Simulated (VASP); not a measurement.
Set up this calculation in VASP 6.6.1, as the native input.

* Task: band structure
* Functional: PBE
* Potentials or basis: VASP PAW PBE potentials, release 64 (Te, Be_sv)
* Cutoff: 520 eV
* k mesh: 8 × 8 × 8
* Occupations: fermi-dirac, width 0.05 eV
* Spin: no spin polarisation
* Further INCAR settings: ALGO = Fast; EDIFF = 1e-06; NBANDS = 12

The structure of BeTe lies in POSCAR:

```
BeTe
1.0
    0.0000000000      2.7700000000      2.7700000000
    2.7700000000      0.0000000000      2.7700000000
    2.7700000000      2.7700000000      0.0000000000
Te Be
1 1
Direct
    0.7500000000      0.7500000000      0.7500000000
    0.0000000000      0.0000000000      0.0000000000
```

One way to write it, as run:

INCAR

```
SYSTEM = BeTe
PREC     = Accurate       ! precision mode
ENCUT    = 520            ! plane-wave cutoff, eV
EDIFF    = 1E-6           ! SCF threshold, eV
ISMEAR   = -1             ! smearing method
SIGMA    = 0.05           ! smearing width, eV
LREAL    = .FALSE.        ! projectors in reciprocal space
LASPH    = .TRUE.         ! aspherical terms in the spheres
NELM     = 80             ! most SCF steps
ALGO     = Fast           ! electronic algorithm
ISIF     = 2              ! what is computed and relaxed
LWAVE    = .FALSE.        ! write WAVECAR
LCHARG   = .FALSE.        ! write CHGCAR
GGA      = PE             ! functional
NBANDS   = 12             ! bands
```

KPOINTS

```
regular mesh
0
G
  8 8 8
  0 0 0
```

KPOINTS_OPT

```
path GXWKGLUWLK,UX
20
line-mode
reciprocal
 0.0000000000  0.0000000000  0.0000000000  G
 0.5000000000  0.0000000000  0.5000000000  X

 0.5000000000  0.0000000000  0.5000000000  X
 0.5000000000  0.2500000000  0.7500000000  W

 0.5000000000  0.2500000000  0.7500000000  W
 0.3750000000  0.3750000000  0.7500000000  K

 0.3750000000  0.3750000000  0.7500000000  K
 0.0000000000  0.0000000000  0.0000000000  G

 0.0000000000  0.0000000000  0.0000000000  G
 0.5000000000  0.5000000000  0.5000000000  L

 0.5000000000  0.5000000000  0.5000000000  L
 0.6250000000  0.2500000000  0.6250000000  U

 0.6250000000  0.2500000000  0.6250000000  U
 0.5000000000  0.2500000000  0.7500000000  W

 0.5000000000  0.2500000000  0.7500000000  W
 0.5000000000  0.5000000000  0.5000000000  L

 0.5000000000  0.5000000000  0.5000000000  L
 0.3750000000  0.3750000000  0.7500000000  K

 0.6250000000  0.2500000000  0.6250000000  U
 0.5000000000  0.0000000000  0.5000000000  X
```

Potentials or basis: VASP PAW PBE potentials, release 64 (Te, Be_sv).

Launch:

```sh
$ cat potpaw_PBE.64/Te/POTCAR potpaw_PBE.64/Be_sv/POTCAR > POTCAR
$ mpirun -np 1 vasp_std > vasp.out
```

It gave:

```yaml
Pressure: 4.4 GPa
Band_gap_on_the_k_mesh: 1.85 eV, indirect (least direct gap 3.56 eV)
Band_gap_along_the_path: 1.85 eV, indirect (least direct gap 3.56 eV)
```

Caveat: spin-orbit coupling is left out, which moves the levels of the heavy elements.

It took 63 s on 1 thread of AMD EPYC 7R13 Processor (Zen 3), with other jobs on the host, peak memory 0.15 GiB.
